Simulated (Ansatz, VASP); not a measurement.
## KCl: VASP beside Ansatz

```xyz
2
Lattice="0.0000 3.1207 3.1207 3.1207 0.0000 3.1207 3.1207 3.1207 0.0000" Properties=species:S:1:pos:R:3 pbc="T T T"
K     0.0000    0.0000    0.0000
Cl    3.1207    3.1207    3.1207
```

Alike in both runs: functional PBEsol; k mesh 6 × 6 × 6; occupations gaussian, width 0.02 eV; no spin polarisation.

Ansatz relaxed the structure, and its values are those at the end. VASP's run is a single point on that final structure, the one shown.

|  | VASP | Ansatz |
| --- | --- | --- |
| version | VASP 6.6.1 | Ansatz 0.2.0 |
| potentials or method | VASP PAW PBE potentials, release 64 (K_sv, Cl) | scalar-relativistic, plane waves, PAW |
| plane-wave cutoff (eV) | 520 | 420 |
| valence electrons in the cell | 16 | 16 |

|  | VASP | Ansatz | Ansatz less VASP |
| --- | --- | --- | --- |
| gap on the k mesh at the Fermi level (eV) | 5.10 | 5.11 | +0.004 |
| least direct gap on the mesh (eV) | 5.10 | 5.11 | +0.004 |
| pressure (GPa) | 0.1 | 0.0 | -0.04 |

Caveats: the PAW data sets were made with another functional, which shifts forces and pressure a little (VASP).
